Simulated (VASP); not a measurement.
# CdTe (F-43m) in VASP: band structure with HSE06

Aim: the band structure of CdTe with HSE06.

Program: VASP 6.6.1. These are calculated values, not measurements. Logs are shortened: lines on timing, memory, paths and dates and some standing lists are left out, and cuts for length are marked.

**Measured values to compare with.**

From a printed reference work, data compilation, for a bulk crystal of CdTe at 0 K: band gap 1.607 eV.

The results are compared with them further down.

**1. Starting point**

Symmetry: F-43m, No. 216, cubic system. Conventional cell: a = 6.625 Å, b = 6.625 Å, c = 6.625 Å, α = 90.00°, β = 90.00°, γ = 90.00°. Cd (site symmetry -43m) has 4 Te at 2.87 Å as nearest neighbours. Around Te (site symmetry -43m) lie 4 Cd at 2.87 Å.

**2. Band structure, HSE06**

Contents of POSCAR:

```
CdTe                                    
1.0
    0.0000000000      3.3125746679      3.3125746679
    3.3125746679      0.0000000000      3.3125746679
    3.3125746679      3.3125746679      0.0000000000
  Cd              Te            
     1     1
Direct
     1.0000000000000000    0.0000000000000000    0.0000000000000000
     0.2500000000000000    0.2500000000000000    0.2500000000000000
```

Contents of INCAR.step1:

```
ALGO     = Normal         # electronic algorithm
EDIFF    = 1E-5           # SCF threshold, eV
ENCUT    = 520            # plane-wave cutoff, eV
GGA      = PE             # functional
ISIF     = 2              # what is computed and relaxed
ISMEAR   = 0              # smearing method
KPAR     = 4            
LASPH    = T              # aspherical terms in the spheres
LCHARG   = F              # write CHGCAR
LREAL    = F              # projectors in reciprocal space
LWAVE    = T              # write WAVECAR
NELM     = 60             # most SCF steps
PREC     = Accurate       # precision mode
SIGMA    = 0.02           # smearing width, eV
```

Contents of INCAR.step2:

```
ALGO     = Normal         # electronic algorithm
EDIFF    = 1E-7           # SCF threshold, eV
ENCUT    = 520            # plane-wave cutoff, eV
GGA      = PE             # functional
HFSCREEN = 0.2            # screening, 1/A
ISIF     = 2              # what is computed and relaxed
ISMEAR   = 0              # smearing method
ISTART   = 1            
KPAR     = 4            
LASPH    = T              # aspherical terms in the spheres
LCHARG   = F              # write CHGCAR
LHFCALC  = T              # exact exchange
LREAL    = F              # projectors in reciprocal space
LWAVE    = F              # write WAVECAR
NELM     = 60             # most SCF steps
PREC     = Accurate       # precision mode
PRECFOCK = Fast         
SIGMA    = 0.02           # smearing width, eV
```

Contents of KPOINTS:

```
k-points
0
Gamma
  6 6 6
```

Contents of KPOINTS_OPT:

```
path GXWKGLUWLK,UX
10
line-mode
reciprocal
 0.0000000000  0.0000000000  0.0000000000  G
 0.5000000000  0.0000000000  0.5000000000  X

 0.5000000000  0.0000000000  0.5000000000  X
 0.5000000000  0.2500000000  0.7500000000  W

 0.5000000000  0.2500000000  0.7500000000  W
 0.3750000000  0.3750000000  0.7500000000  K

 0.3750000000  0.3750000000  0.7500000000  K
 0.0000000000  0.0000000000  0.0000000000  G

 0.0000000000  0.0000000000  0.0000000000  G
 0.5000000000  0.5000000000  0.5000000000  L

 0.5000000000  0.5000000000  0.5000000000  L
 0.6250000000  0.2500000000  0.6250000000  U

 0.6250000000  0.2500000000  0.6250000000  U
 0.5000000000  0.2500000000  0.7500000000  W

 0.5000000000  0.2500000000  0.7500000000  W
 0.5000000000  0.5000000000  0.5000000000  L

 0.5000000000  0.5000000000  0.5000000000  L
 0.3750000000  0.3750000000  0.7500000000  K

 0.6250000000  0.2500000000  0.6250000000  U
 0.5000000000  0.0000000000  0.5000000000  X
```

Potentials or basis: VASP PAW PBE potentials, release 64 (Cd, Te).

The run is started by

```bash
> cat potpaw_PBE.64/Cd/POTCAR potpaw_PBE.64/Te/POTCAR > POTCAR
> cp INCAR.step1 INCAR
> mpirun -np 4 vasp_std > vasp.out
> cp INCAR.step2 INCAR
> mpirun -np 4 vasp_std > vasp.out
```

OUTCAR:

```text
EDIFF = 1E-7
   ENCUT = 520
   GGA = PE
   HFSCREEN = 0.2
   ISIF = 2
   ISMEAR = 0
   ISTART = 1
   LASPH = T
   LHFCALC = T
   LREAL = F
   NELM = 60
   PREC = Accurate
   PRECFOCK = Fast

 ion  position               nearest neighbor table
   1  0.000  0.000  0.000-   2 2.87   2 2.87   2 2.87   2 2.87
   2  0.250  0.250  0.250-   1 2.87   1 2.87   1 2.87   1 2.87

  LATTYP: Found a face centered cubic cell.
 ALAT       =     6.6251493358

  Lattice vectors:

 A1 = (   0.0000000000,   3.3125746679,   3.3125746679)
 A2 = (   3.3125746679,   0.0000000000,   3.3125746679)
 A3 = (   3.3125746679,   3.3125746679,   0.0000000000)

Analysis of symmetry for initial positions (statically):
=====================================================================
 Subroutine PRICEL returns:
 Original cell was already a primitive cell.

 Routine SETGRP: Setting up the symmetry group for a
 face centered cubic supercell.

 Subroutine GETGRP returns: Found 24 space group operations
 (whereof 24 operations were pure point group operations)
 out of a pool of 48 trial point group operations.

The static configuration has the point symmetry T_d .

Analysis of symmetry for dynamics (positions and initial velocities):
=====================================================================
 Subroutine PRICEL returns:
 Original cell was already a primitive cell.

 Routine SETGRP: Setting up the symmetry group for a
 face centered cubic supercell.

 Subroutine GETGRP returns: Found 24 space group operations
 (whereof 24 operations were pure point group operations)
 out of a pool of 48 trial point group operations.

The dynamic configuration has the point symmetry T_d .

 Subroutine INISYM returns: Found 24 space group operations
 (whereof 24 operations are pure point group operations),
 and found     1 'primitive' translations

----------------------------------------------------------------------------------------

                                     Primitive cell

  volume of cell :      72.6988

  direct lattice vectors                    reciprocal lattice vectors
     0.000000000  3.312574668  3.312574668    -0.150939994  0.150939994  0.150939994
     3.312574668  0.000000000  3.312574668     0.150939994 -0.150939994  0.150939994
     3.312574668  3.312574668  0.000000000     0.150939994  0.150939994 -0.150939994

  length of vectors
     4.684688022  4.684688022  4.684688022     0.261435738  0.261435738  0.261435738

  position of ions in fractional coordinates (direct lattice)
     0.000000000  0.000000000  0.000000000
     0.250000000  0.250000000  0.250000000

  ion indices of the primitive-cell ions
   primitive index   ion index
                 1           1
                 2           2

----------------------------------------------------------------------------------------

 KPOINTS: k-points

Automatic generation of k-mesh.
 Grid dimensions read from file:
 generate k-points for:    6    6    6

 Generating k-lattice:

  Cartesian coordinates                     Fractional coordinates (reciprocal lattice)
    -0.025156666  0.025156666  0.025156666     0.166666667  0.000000000  0.000000000
     0.025156666 -0.025156666  0.025156666     0.000000000  0.166666667  0.000000000
     0.025156666  0.025156666 -0.025156666     0.000000000  0.000000000  0.166666667

  Length of vectors
     0.043572623  0.043572623  0.043572623

  Shift w.r.t. Gamma in fractional coordinates (k-lattice)
     0.000000000  0.000000000  0.000000000

 Subroutine IBZKPT returns following result:
 ===========================================

 Found     16 irreducible k-points:

 Following reciprocal coordinates:
            Coordinates               Weight
  0.000000  0.000000  0.000000      1.000000
  0.166667  0.000000  0.000000      8.000000
  0.333333  0.000000  0.000000      8.000000
  0.500000  0.000000  0.000000      4.000000
  0.166667  0.166667  0.000000      6.000000
  0.333333  0.166667  0.000000     24.000000
[... 8 lines left out ...]
 -0.333333  0.333333  0.166667     24.000000
 -0.333333  0.500000  0.166667     12.000000
   k-points           NKPTS =     16   k-points in BZ     NKDIM =    216   number of bands    NBANDS=     13
   number of dos      NEDOS =    301   number of ions     NIONS =      2
   total plane-waves  NPLWV =  46656
   dimension x,y,z NGX =    36 NGY =   36 NGZ =   36
   dimension x,y,z NGXF=    72 NGYF=   72 NGZF=   72
   ions per type =               1   1
   NGX,Y,Z   is equivalent  to a cutoff of  12.78, 12.78, 12.78 a.u.
   NGXF,Y,Z  is equivalent  to a cutoff of  25.55, 25.55, 25.55 a.u.
 SYSTEM =  unknown system
   PREC   = accura    normal or accurate (medium, high low for compatibility)
   ISTART =      1    job   : 0-new  1-cont  2-samecut
   ICHARG =      0    charge: 1-file 2-atom 10-const
   ISPIN  =      1    spin polarized calculation?
   LNONCOLLINEAR =      F non collinear calculations
   LSORBIT =      F    spin-orbit coupling
   LASPH  =      T    aspherical Exc in radial PAW
   ENCUT  =  520.0 eV  38.22 Ry    6.18 a.u.   8.71  8.71  8.71*2*pi/ulx,y,z
   NELM   =     60;   NELMIN=  2; NELMDL=  0     # of ELM steps
   EDIFF  = 0.1E-06   stopping-criterion for ELM
   LREAL  =      F    real-space projection
   EDIFFG = 0.1E-05   stopping-criterion for IOM
   NSW    =      0    number of steps for IOM
   IBRION =     -1    ionic relax: 0-MD 1-quasi-New 2-CG
   NFREE  =      0    steps in history (QN), initial steepest desc. (CG)
   ISIF   =      2    stress and relaxation
   ISYM   =      3    0-nonsym 1-usesym 2-fastsym
   POTIM  = 0.5000    time-step for ionic-motion
   TEBEG  =    0.0;   TEEND  =   0.0 temperature during run
   PSTRESS=    0.0 pullay stress
   NELECT =      18.0000    total number of electrons
   NUPDOWN=      -1.0000    fix difference up-down
   EMIN   =  10.00;   EMAX   =-10.00  energy-range for DOS
   EFERMI =   0.00;   METHOD = LEGACY
   ISMEAR =     0;   SIGMA  =   0.02  broadening in eV -4-tet -1-fermi 0-gaus
   EFERMI_NEDOS =   21; number of points for ismear=-14 and -15
   IALGO  =     38    algorithm
   IMIX   =      1    mixing-type and parameters
     AMIX     =   0.40;   BMIX     =  1.00
     AMIX_MAG =   1.60;   BMIX_MAG =  1.00
  volume/ion in A,a.u.               =      36.35       245.30
  Fermi-wavevector in a.u.,A,eV,Ry     =   1.027993  1.942624 14.378212  1.056769
  Thomas-Fermi vector in A             =   2.161966
   LORBIT       =      0    0 simple, 1 ext, 2 COOP (PROOUT), +10 PAW based schemes
   GGA     = PE    functional components
   LHFCALC =     T    Hartree Fock is set to
   PRECFOCK=fast      Normal, Fast or Accurate (Low or Medium for compatibility)
   ENCUT4O =  -1.0   cutoff for four orbital integrals eV
   NKREDX  =     1    reduce k-point grid by
   NKREDY  =     1    reduce k-point grid by
   NKREDZ  =     1    reduce k-point grid by
   AEXX    =    0.2500 exact exchange contribution
   HFSCREEN=    0.2000 screening length (either q_TF or 0.3 A-1)
   HFSCREENC=   0.2000 screening length for correlation (either q_TF or 0.3 A-1)
   ENCUTFOCK=  -1.0 apply spherical cutoff to Coloumb kernel
   IVDW    =     0    specifies the selected vdW correction
   LEPSILON=     F    determine dielectric tensor
   LRPA    =     F    only Hartree local field effects (RPA)
 non-spin polarized calculation
 Gauss-broadening in eV      SIGMA  =   0.02
  energy-cutoff  :      520.00
  volume of cell :       72.70
 maximum number of plane-waves:      1980
  NGX = 20; NGY = 20; NGZ = 20

 number of electron      18.0000006 magnetization

 Free energy of the ion-electron system (eV)
  ---------------------------------------------------
  ext. energy  EPLUGINS =         0.00000000
  ---------------------------------------------------
  free energy    TOTEN  =        -6.04952776 eV

  energy without entropy =       -6.04952776  energy(sigma->0) =       -6.04952776

 E-fermi :   1.3594     XC(G=0):  -6.9278

 val. band max:        1.2611474819   @ k =   0.0000   0.0000   0.0000
 cond. band min:       2.6065265264   @ k =   0.0000   0.0000   0.0000
 fundamental gap:      1.3453790444
 Fermi energy:         1.3593863043

 k-point     1 :       0.0000    0.0000    0.0000
  band No.  band energies     occupation
      1     -10.5116      2.00000
      2      -8.1498      2.00000
      3      -8.1498      2.00000
      4      -8.1498      2.00000
      5      -7.9319      2.00000
      6      -7.9319      2.00000
      7       1.2611      2.00000
      8       1.2611      2.00000
      9       1.2611      2.00000
     10       2.6065      0.00000
     11       6.7806      0.00000
     12       6.7806      0.00000
     13       6.7806      0.00000

 k-point     2 :       0.1667    0.0000    0.0000
  band No.  band energies     occupation
      1     -10.4250      2.00000
      2      -8.1349      2.00000
      3      -8.1349      2.00000
      4      -8.0554      2.00000
      5      -7.9327      2.00000
      6      -7.9327      2.00000
      7      -0.4076      2.00000
      8       1.0504      2.00000
      9       1.0504      2.00000
     10       3.7159      0.00000
     11       6.8079      0.00000
     12       7.1125      0.00000
     13       7.1125      0.00000

 k-point     3 :       0.3333    0.0000    0.0000
  band No.  band energies     occupation
      1     -10.2611      2.00000
      2      -8.1086      2.00000
      3      -8.1086      2.00000
      4      -7.9300      2.00000
      5      -7.9300      2.00000
      6      -7.7670      2.00000
      7      -2.2795      2.00000
      8       0.6881      2.00000
      9       0.6881      2.00000
     10       3.9079      0.00000
     11       7.3878      0.00000
     12       7.3878      0.00000
     13       8.2747      0.00000
[... 177 lines left out ...]
 k-point    15 :      -0.3333    0.3333    0.1667
  band No.  band energies     occupation
      1     -10.1176      2.00000
      2      -8.0659      2.00000
      3      -8.0537      2.00000
      4      -7.9508      2.00000
      5      -7.9288      2.00000
      6      -7.3839      2.00000
      7      -2.8498      2.00000
      8      -1.0212      2.00000
      9      -0.2467      2.00000
     10       5.7159      0.00000
     11       6.7185      0.00000
     12       7.8506      0.00000
     13       9.4095      0.00000

 k-point    16 :      -0.3333    0.5000    0.1667
  band No.  band energies     occupation
      1     -10.0954      2.00000
      2      -8.0459      2.00000
      3      -8.0387      2.00000
      4      -7.9690      2.00000
      5      -7.9213      2.00000
      6      -7.3336      2.00000
      7      -2.9037      2.00000
      8      -0.8682      2.00000
      9      -0.7323      2.00000
     10       5.7633      0.00000
     11       5.8424      0.00000
     12       8.7766      0.00000
     13       9.0866      0.00000

------------------------ aborting loop because EDIFF is reached ----------------------------------------

  FORCE on cell =-STRESS in cart. coord.  units (eV):
  Direction    XX          YY          ZZ          XY          YZ          ZX
  --------------------------------------------------------------------------------------
  -------------------------------------------------------------------------------------
  Total       -0.4784469     -0.4784469     -0.4784469      0.0000000      0.0000000     -0.0000000
  in kB      -10.5442895    -10.5442895    -10.5442895      0.0000000      0.0000000     -0.0000000
  external PRESSURE =     -10.5442895 kB  Pullay stress =       0.0000000 kB

 VOLUME and BASIS-vectors are now :
 -----------------------------------------------------------------------------
  energy-cutoff  :      520.00
  volume of cell :       72.70
      direct lattice vectors                 reciprocal lattice vectors
     0.000000000  3.312574668  3.312574668    -0.150939994  0.150939994  0.150939994
     3.312574668  0.000000000  3.312574668     0.150939994 -0.150939994  0.150939994
     3.312574668  3.312574668  0.000000000     0.150939994  0.150939994 -0.150939994

 POSITION                                       TOTAL-FORCE (eV/Angst)
 -----------------------------------------------------------------------------------
      0.00000      0.00000      0.00000        -0.000000      0.000000      0.000000
      1.65629      1.65629      1.65629         0.000000     -0.000000     -0.000000
 -----------------------------------------------------------------------------------
    total drift:                               -0.000003     -0.000003     -0.000002

  FREE ENERGIE OF THE ION-ELECTRON SYSTEM (eV)
  ---------------------------------------------------
  free  energy   TOTEN  =        -6.0495277557 eV

  energy  without entropy=       -6.0495277557  energy(sigma->0) =       -6.04952776
```

It took 38 min on 4 MPI ranks of Intel Xeon Platinum 8259CL at 2.50GHz (Skylake/Cascade Lake), shared host; peak memory 0.46 GiB.

What came out:

```yaml
Free_energy: -6.0495 eV
Pressure: -1.1 GPa
Band_gap_on_the_k_mesh: 1.35 eV, direct
Band_gap_along_the_path: 1.35 eV, direct
```

Levels at the corners of the path, in eV from the valence-band top:
```csv
point,band 7,band 8,band 9,band 10,band 11,band 12
Γ,0.00,0.00,0.00,1.35,5.52,5.52
X,-4.28,-1.78,-1.78,3.42,3.48,9.61
X,-4.28,-1.78,-1.78,3.42,3.48,9.60
W,-4.12,-2.24,-2.06,5.03,5.46,6.39
W,-4.12,-2.24,-2.06,5.03,5.46,6.39
K,-4.15,-2.44,-1.47,3.70,5.31,8.18
K,-4.15,-2.44,-1.47,3.70,5.31,8.18
Γ,0.00,0.00,0.00,1.35,5.52,5.52
Γ,0.00,0.00,0.00,1.35,5.52,5.52
L,-4.36,-0.73,-0.73,2.55,6.08,6.08
L,-4.36,-0.73,-0.73,2.55,6.08,6.08
U,-4.15,-2.44,-1.47,3.70,5.31,8.19
U,-4.15,-2.44,-1.47,3.70,5.31,8.18
W,-4.12,-2.24,-2.06,5.03,5.46,6.39
W,-4.12,-2.24,-2.06,5.03,5.46,6.39
L,-4.36,-0.73,-0.73,2.55,6.08,6.08
L,-4.36,-0.73,-0.73,2.55,6.08,6.08
K,-4.15,-2.44,-1.47,3.70,5.31,8.18
U,-4.15,-2.44,-1.47,3.70,5.31,8.18
X,-4.28,-1.78,-1.78,3.42,3.48,9.61
```

Caveat: the PAW data sets were made with another functional, which shifts forces and pressure a little; spin-orbit coupling is left out, which moves the levels of the heavy elements.

**3. Against experiment**

Step 2. A measured gap of CdTe is 1.607 eV (0 K; a printed reference work, data compilation); the calculated 1.35 eV misses it by -0.26 eV. Spin-orbit coupling on Cd, Te is left out. The value is that of HSE06, without temperature or zero-point motion.
